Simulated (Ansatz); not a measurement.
Runs of Ansatz 0.2.0 on PbS. The structure is cubic, space group Pm-3m (No. 221). Conventional cell: a = 3.654 Å, b = 3.654 Å, c = 3.654 Å, α = 90.00°, β = 90.00°, γ = 90.00°. Pb (site symmetry m-3m) has 8 S at 3.16 Å as nearest neighbours. S (site symmetry m-3m) has 8 Pb at 3.16 Å as nearest neighbours. Measurements of this composition are mostly on another form, of space group No. 225.

```csv
task,level,cell,cutoff (eV),points for each segment of the path,gap on the mesh (eV),pressure (GPa)
band structure,HSEsol,as given,420,4,none,-4.5
single point,r2SCAN0,as given,500,-,(a),-1.1
single point,r2SCANh,as given,500,-,none,-2.0
relaxation of cell and atoms,HSEsol,relaxed,420,-,none,0.0
```

Alike in all rows: potentials or basis Ansatz PAW; no spin polarisation; k mesh 4 × 4 × 4; smearing fermi-dirac 0.05 eV; the mesh is coarse, so values aren't converged.

Task: Estimate the missing entries.

Result: (a) 0.74.

Caveats: all runs use coarse meshes; the PAW data sets come from PBE, with cores solved anew for the run's functional, which leaves a small shift of forces and pressure; the thresholds are loose for stress (some runs); spin-orbit coupling is left out, which moves the levels of the heavy elements (some runs); spin-orbit coupling is left out, which as a rule narrows the gap of such compounds by several tenths of an eV (some runs); the plane-wave basis is chosen anew once the cell has moved, so the energies of steps on either side of that aren't comparable (some runs).

A k mesh can miss the band edges, and the runs leave out spin-orbit coupling on Pb.

A gap of «none» marks a metal or a gap under the smearing width.
